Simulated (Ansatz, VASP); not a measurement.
**One calculation of Mg, two programs**

File INCAR:

```
SYSTEM = Mg
ALGO = Normal ; EDIFF = 1E-7
ENCUT = 520 ; GGA = PS
ISIF = 2 ; ISMEAR = -1
LASPH = .TRUE. ; LCHARG = .FALSE.
LREAL = .FALSE. ; LWAVE = .FALSE.
NBANDS = 7 ; NELM = 80
PREC = Accurate ; SIGMA = 0.1
```

The input KPOINTS:

```
k-points
0
G
  12 12 12
  0 0 0
```

File POSCAR:

```
Mg
1.0
    3.0736783825      0.0000000000      0.0000000000
    0.0000000000      3.0736783825      0.0000000000
    0.0000000000      0.0000000000      3.0736783825
Mg
1
Direct
    0.0000000000      0.0000000000      0.0000000000
```

Input for Ansatz:

```yaml
crystal:
  lattice:
    - [3.0736783825, 0.0, 0.0]
    - [0.0, 3.0736783825, 0.0]
    - [0.0, 0.0, 3.0736783825]
  atoms:
    - { symbol: Mg, position: [0.0, 0.0, 0.0] }
hamiltonian:
  xc: pbesol
  pseudopotentials:
    kind: paw
    azcp:
      Mg: "pseudopotentials/Mg.paw.azcp"
basis:
  ecutwfc: 420
  fft_grid_basis: typed
kpoints:
  mp_grid: { grid: [12, 12, 12], shift: [0, 0, 0] }
magnetization:
  spin_polarized: false
scf:
  occupations: { method: fermi_dirac, width: 0.1 }
  lower_state_search: "off"
output:
  stress: true
```

Alike in both runs: task single point; functional PBEsol; k mesh 12 × 12 × 12; occupations fermi-dirac, width 0.1 eV; no spin polarisation.

|  | VASP | Ansatz |
| --- | --- | --- |
| version | VASP 6.6.1 | Ansatz 0.2.0 |
| potentials or method | VASP PAW PBE potentials, release 64 (Mg) | plane waves (420 eV) with PAW, scalar-relativistic |
| plane-wave cutoff (eV) | 520 | 420 |
| valence electrons in the cell | 2 | 10 |

```csv
,VASP,Ansatz,Ansatz less VASP
pressure (GPa),-1.6,-1.6,+0.03
```

The two sets of potentials don't hold the same shells in valence. Ansatz warned: «pseudo_functional_mismatch».

Caveats: the PAW data sets were made with another functional, which shifts forces and pressure a little (VASP).
